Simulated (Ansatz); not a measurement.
# EuS: the cost of one run

Method: DFT PBE, scalar-relativistic, plane waves, PAW, in Ansatz 0.2.0.

The COD entry's cell or inner coordinates are ideal or old and differ from later refinements, so a difference from it is no clean test against experiment.

### 1 The structure to begin with

Symmetry: Fm-3m, No. 225, cubic system. Conventional cell: a = 5.850 Å, b = 5.850 Å, c = 5.850 Å, α = 90.00°, β = 90.00°, γ = 90.00°. Eu (site symmetry m-3m) has 6 S at 2.93 Å as nearest neighbours. S (site symmetry m-3m) is surrounded by 6 Eu at 2.93 Å.

As a file:

```xyz
2
Lattice="0.0000 2.9252 2.9252 2.9252 0.0000 2.9252 2.9252 2.9252 0.0000" Properties=species:S:1:pos:R:3 pbc="T T T"
Eu    0.0000    0.0000    0.0000
S     2.9252    2.9252    2.9252
```

An earlier run at PBE left this cell at 25.031 Å³/atom and 0.03 GPa (10×10×10 mesh).

### 2 Field gradients and densities at the nuclei

File input.yaml:

```yaml
crystal:
  lattice:
    - [0.0, 2.9252338572, 2.9252338572]
    - [2.9252338572, 0.0, 2.9252338572]
    - [2.9252338572, 2.9252338572, 0.0]
  atoms:
    - { symbol: Eu, position: [0.0, 0.0, 0.0], spin: 7.4 }
    - { symbol: S, position: [0.5, 0.5, 0.5] }
basis:
  ecutwfc: 420
  ecutrho_ratio: 4
kpoints:
  mp_grid: { grid: [10, 10, 10] }
hamiltonian:
  xc: pbe
scf:
  occupations: { method: gaussian, width: 0.05 }
  lower_state_search: "off"
output:
  forces: true
  stress: true
  eigenvalues: true
  populations: true
  efg:
    contact_densities: true
    quadrupole_moments_barn: { S: -0.0694, Eu: 0.903 }
magnetization:
  spin_polarized: true
checkpoint:
  read: start.run
  write: ck
  compress: false
  write_wavefunctions: false
  write_every: 100000
```

It reads its starting density from start.run, saved by an earlier run on this cell.

Run with:

```console
ansatz run input.yaml --threads 2 --pin off --max-ram 5120MiB --backend cpu --events-out ev --progress --plain --runs-dir out
```

**Question.** How long does this run take on 2 threads of Intel Xeon 6975P-C (Granite Rapids), shared host, and how much memory does it need?

About 3.1 s, with a peak of 0.48 GiB.
